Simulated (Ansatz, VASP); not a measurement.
## TiN: VASP beside Ansatz

```
Ti N
1.0
     0.00000    2.14319    2.14319
     2.14319    0.00000    2.14319
     2.14319    2.14319    0.00000
Ti N
1 1
Cartesian
  0.0000 0.0000 0.0000
  2.1432 2.1432 2.1432
```

Alike in both runs: task single point; functional PBEsol; k mesh 18 × 18 × 18; occupations gaussian, width 0.1 eV; no spin polarisation.

```csv
,VASP,Ansatz
version,VASP 6.6.1,Ansatz 0.2.0
potentials or method,"VASP PAW PBE potentials, release 64 (Ti_sv, N)","scalar-relativistic, plane waves, PAW"
plane-wave cutoff (eV),520,420
valence electrons in the cell,17,17
```

|  | VASP | Ansatz | Ansatz less VASP |
| --- | --- | --- | --- |
| gap on the k mesh at the Fermi level (eV) | none | none | - |
| pressure (GPa) | -15.1 | -15.4 | -0.39 |

A gap of «none» marks a metal or a gap that the smearing closes. The functional is the same, so the differences come from potentials, cutoffs and numerics.

Caveats: so large a pressure means that the cell lies far from this level's equilibrium, or that cutoff or potentials fall short (VASP); the potentials were made for another functional, which shifts forces and pressure (VASP).
